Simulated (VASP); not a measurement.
A run of VASP 6.6.1 is set up as follows.

File INCAR:

```
PREC = Accurate ; ENCUT = 520
EDIFF = 1E-7 ; ISMEAR = 0
SIGMA = 0.03 ; LREAL = False
LASPH = True ; NELM = 80
ALGO = Normal ; ISIF = 2
LWAVE = False ; LCHARG = False
GGA = CA ; NBANDS = 16
KPAR = 2
```

File KPOINTS:

```
Automatic mesh
0
Gamma
  9 9 6
```

POSCAR

```
Se                                      
1.0
    4.0646724176      0.0000000000      0.0000000000
   -2.0323362088      3.5201095717      0.0000000000
    0.0000000000      0.0000000000      5.1336898583
  Se            
     3
Direct
     0.2477491666456899    0.0000000000000000    0.3333333332999970
     0.0000000000000000    0.2477491666456899    0.6666666667000030
     0.7522508333543101    0.7522508333543101    0.0000000000000000
```

File KPOINTS_OPT:

```
explicit points
168
Reciprocal
 0.0000000000  0.0000000000  0.0000000000 1
 0.0555555556  0.0000000000  0.0000000000 1
 0.1111111111  0.0000000000  0.0000000000 1
 0.1666666667  0.0000000000  0.0000000000 1
 0.2222222222  0.0000000000  0.0000000000 1
 0.2777777778  0.0000000000  0.0000000000 1
[... 160 lines left out ...]
 0.5000000000  0.0000000000  0.0275936500 1
 0.5000000000  0.0000000000 -0.0275936500 1
```

Potentials or basis: VASP PAW LDA potentials, release 64 (Se).

Command:

```sh
$ cat potpaw_LDA.64/Se/POTCAR > POTCAR
$ mpirun -np 2 vasp_std > vasp.out
```

Problem. Estimate the pressure.

Solution. -2.1 GPa.

Problem. Estimate the band gap on the k mesh.

Solution. 0.42 eV, direct.

Problem. Estimate the band gap along the path.

Solution. 0.36 eV, indirect (least direct gap 0.41 eV).

Stress tensor (GPa, compression positive):
```
-1.93  0.00  0.00
 0.00 -1.93  0.00
 0.00  0.00 -2.30
```
